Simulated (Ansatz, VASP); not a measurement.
**Te in VASP and in Ansatz**

```
CELL_PARAMETERS angstrom
3.93888 0.00000 0.00000
-1.96944 3.41117 0.00000
0.00000 0.00000 4.38984
ATOMIC_POSITIONS crystal
Te 0.33333 0.66667 0.25000
Te 0.66667 0.33333 0.75000
```

Alike in both runs: functional PBEsol; k mesh 14 × 14 × 8; occupations fermi-dirac, width 0.08 eV; no spin polarisation.

Ansatz relaxed the structure, and its values are those at the end. VASP's run is a single point on that final structure, the one shown.

|  | VASP | Ansatz |
| --- | --- | --- |
| version | VASP 6.6.1 | Ansatz 0.2.0 |
| potentials or method | VASP PAW PBE potentials, release 64 (Te) | PAW with Ansatz's default frozen-core files, scalar-relativistic |
| plane-wave cutoff (eV) | 520 | 420 |
| valence electrons in the cell | 12 | 32 |

|  | VASP | Ansatz | Ansatz less VASP |
| --- | --- | --- | --- |
| pressure (GPa) | 0.0 | 0.0 | -0.01 |

The two sets of potentials don't hold the same shells in valence.

Caveats: the PAW data sets were made with another functional, which shifts forces and pressure a little (VASP). Spin-orbit coupling is left out, which matters for the levels of Te.
